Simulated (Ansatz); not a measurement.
ZrO2, DFT, PBEsol, all-electron LAPW, scalar-relativistic (Ansatz 0.2.0), run on 2 threads of Intel(R) Xeon(R) Platinum 8488C (Sapphire Rapids) on a shared host.

The cell is COD entry 2300612, as deposited and not checked against the literature; nothing was relaxed. The listed cell was then made from it by scaling, straining or moving an atom.

Command: `ansatz run input.yaml --threads 2 --pin off --max-ram 8192MiB --backend cpu --events-out ev --progress --plain --runs-dir out`

```yaml
crystal:
  lattice:
    - [3.703983, 0.0, 0.0]
    - [0.0, 3.703983, 0.0]
    - [0.0, 0.0, 5.177]
  atoms:
    - { symbol: Zr, position: [0.0, 0.0, 0.0] }
    - { symbol: Zr, position: [0.5, 0.5, 0.5] }
    - { symbol: O, position: [0.0, 0.5, 0.203] }
    - { symbol: O, position: [0.0, 0.5, 0.703] }
    - { symbol: O, position: [0.5, 0.0, 0.297] }
    - { symbol: O, position: [0.5, 0.0, 0.797] }
kpoints:
  mp_grid: { grid: [6, 6, 4] }
  band_path:
    path:
      - [0.0, 0.0, 0.0]
      - [0.0, 0.5, 0.0]
      - [0.5, 0.5, 0.0]
      - [0.0, 0.0, 0.0]
      - [0.0, 0.0, 0.5]
      - [0.0, 0.5, 0.5]
      - [0.5, 0.5, 0.5]
      - [0.0, 0.0, 0.5]
      - [0.0, 0.5, 0.0]
    npoints: 5
scf:
  occupations: { method: fermi_dirac, width: 0.01 }
hamiltonian:
  xc: pbesol
  pseudopotentials: { kind: all_electron, lapw: { basis_error: 0.0005 } }
output:
  forces: true
  stress: true
  eigenvalues: true
```

**Question.** How large is the problem that the program sets up?

**Answer.** 30 irreducible k-points, 1085 plane waves at Γ, 56 bands.

**Question.** About how long does it take, and how much memory does it use?

**Answer.** 27 s of wall time for 10 SCF iterations, with a peak of 0.6 GiB. Times on shared machines scatter by tens of per cent.
